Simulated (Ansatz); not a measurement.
Geometry optimisation, Ansatz 0.2.0, DFT PBE-D3(BJ), scalar-relativistic, plane waves, PAW.

Input file:

```yaml
crystal:
  lattice:
    - [7.98, 0.0, 0.0]
    - [0.0, 5.669, 5.682]
    - [0.0, -5.669, 5.682]
  atoms:
    - { symbol: Ba, position: [-0.0001216, 0.0047434, 0.0042109] }
    - { symbol: Ti, position: [0.2552091, 0.2563908, 0.2529089] }
    - { symbol: O, position: [-0.0011223, 0.2413591, 0.2425059] }
    - { symbol: O, position: [0.2511983, 0.2447027, 0.4956822] }
    - { symbol: O, position: [0.2449405, 0.4856211, 0.2446573] }
    - { symbol: Ba, position: [0.0112147, 0.0058521, 0.4946205] }
    - { symbol: Ti, position: [0.2460066, 0.2587036, 0.7547887] }
    - { symbol: O, position: [-0.0019237, 0.2440512, 0.7492421] }
    - { symbol: O, position: [0.2455137, 0.2450234, 0.9922771] }
    - { symbol: O, position: [0.2535353, 0.4943055, 0.7435799] }
    - { symbol: Ba, position: [0.0060946, 0.5028241, -0.004717] }
    - { symbol: Ti, position: [0.2501806, 0.7573012, 0.2531134] }
    - { symbol: O, position: [-0.0013699, 0.7438405, 0.2442967] }
    - { symbol: O, position: [0.2472931, 0.7452403, 0.4915574] }
    - { symbol: O, position: [0.2482955, 0.9896385, 0.2453774] }
    - { symbol: Ba, position: [-0.0037227, 0.503654, 0.5037801] }
    - { symbol: Ti, position: [0.2479764, 0.7539459, 0.75157] }
    - { symbol: O, position: [0.0008975, 0.7507221, 0.7506284] }
    - { symbol: O, position: [0.2516214, 0.7435201, 0.9900949] }
    - { symbol: O, position: [0.2494033, 0.9865818, 0.7479747] }
    - { symbol: Ba, position: [0.5000896, 0.0048554, 0.0009342] }
    - { symbol: Ti, position: [0.748135, 0.2574498, 0.2553388] }
    - { symbol: O, position: [0.497659, 0.2496946, 0.24687] }
    - { symbol: O, position: [0.7496258, 0.248336, 0.4859982] }
    - { symbol: Ba, position: [0.5008911, 0.0041784, 0.4987839] }
    - { symbol: Ti, position: [0.7449518, 0.2498386, 0.7572279] }
    - { symbol: O, position: [0.4959932, 0.2486107, 0.7465453] }
    - { symbol: O, position: [0.7521581, 0.2403851, 0.9909862] }
    - { symbol: O, position: [0.7516896, 0.487437, 0.7408466] }
    - { symbol: Ba, position: [0.5034183, 0.5006858, 4.75e-05] }
    - { symbol: Ti, position: [0.7524718, 0.7645467, 0.2507552] }
    - { symbol: O, position: [0.5040382, 0.7462012, 0.2460762] }
    - { symbol: O, position: [0.7493891, 0.7462931, 0.488334] }
    - { symbol: O, position: [0.7500635, 0.9893724, 0.2460714] }
    - { symbol: Ba, position: [0.4967617, 0.5006549, 0.4957417] }
    - { symbol: Ti, position: [0.7448092, 0.7586318, 0.7502462] }
    - { symbol: O, position: [0.5053292, 0.739992, 0.7458673] }
    - { symbol: O, position: [0.750199, 0.7373736, 0.9884284] }
    - { symbol: O, position: [0.7476462, 0.9852817, 0.7408237] }
total_charge: 2
basis:
  ecutwfc: 420.0
kpoints:
  mp_grid: { grid: [2, 2, 2] }
hamiltonian:
  xc: pbe
  dispersion: d3bj
  pseudopotentials: { kind: paw, azcp: { folder: soft_1 } }
scf:
  occupations: { method: gaussian, width: 0.02 }
  lower_state_search: "off"
relax:
  f_tol: 0.03
  max_steps: 60
  adjacent_minimum: "off"
```

Command:

```bash
$ ansatz run input.yaml --threads 4 --pin off --max-ram 10240MiB --backend cpu --events-out ev --progress --plain --runs-dir out
```

Q: Where does it end, and by what steps?

A: The forces met the threshold. The force dipped under the threshold on the way, but the program's further checks kept it going. Limits of this set-up: no spin, though dangling bonds at a vacancy may carry it, a small cell, in which the defect meets its images, a typed lattice constant that wasn't relaxed here, charged cell in a uniform background, uncorrected. After 5 steps the energy has fallen by 2.080 eV; Ti22 moved furthest, 0.25 Å.

```csv
step,energy less start (eV),largest force component (eV/Å),accepted
0,0.0000,3.489,yes
1,-1.4548,1.425,yes
2,-1.9312,1.322,yes
3,-2.0739,0.278,yes
4,-2.0798,0.014,yes
5,-2.0798,0.014,yes
```

```xyz
39
Lattice="7.9800 0.0000 0.0000 0.0000 5.6690 5.6820 0.0000 -5.6690 5.6820" Properties=species:S:1:pos:R:3
Ba 0.027 0.034 -0.017
Ti 2.050 0.036 2.946
O -0.101 0.105 2.842
O 1.996 -1.378 4.149
O 1.994 1.407 4.174
Ba 0.026 -2.867 2.886
Ti 1.936 -2.848 5.754
O 0.027 -2.836 5.610
O 1.994 -4.231 7.009
O 2.014 -1.436 7.014
Ba 0.039 2.868 2.804
Ti 1.910 2.832 5.755
O -0.020 2.797 5.553
O 2.013 1.460 7.008
O 1.993 4.228 6.994
Ba 0.030 -0.038 5.702
Ti 1.928 -0.003 8.599
O 0.045 0.010 8.456
O 2.014 -1.383 9.857
O 2.014 1.407 9.861
Ba 3.926 0.028 -0.024
Ti 6.004 -0.162 2.731
O 4.024 0.097 2.837
O 5.969 -1.251 4.211
Ba 3.938 -2.871 2.878
Ti 5.924 -2.829 5.812
O 4.036 -2.837 5.609
O 5.970 -4.194 7.135
O 6.007 -1.439 7.026
Ba 3.925 2.883 2.815
Ti 5.945 2.919 5.820
O 4.105 2.782 5.535
O 6.022 1.432 6.904
O 5.978 4.250 7.077
Ba 3.952 -0.021 5.722
Ti 5.931 -0.025 8.620
O 4.051 0.008 8.461
O 6.018 -1.482 9.852
O 6.012 1.378 9.857
```

Whether the end is a true minimum wasn't checked by a vibrational analysis.

The run took 66 s on 4 threads of Arm Neoverse V2 (shared host), peak memory 2.5 GiB.
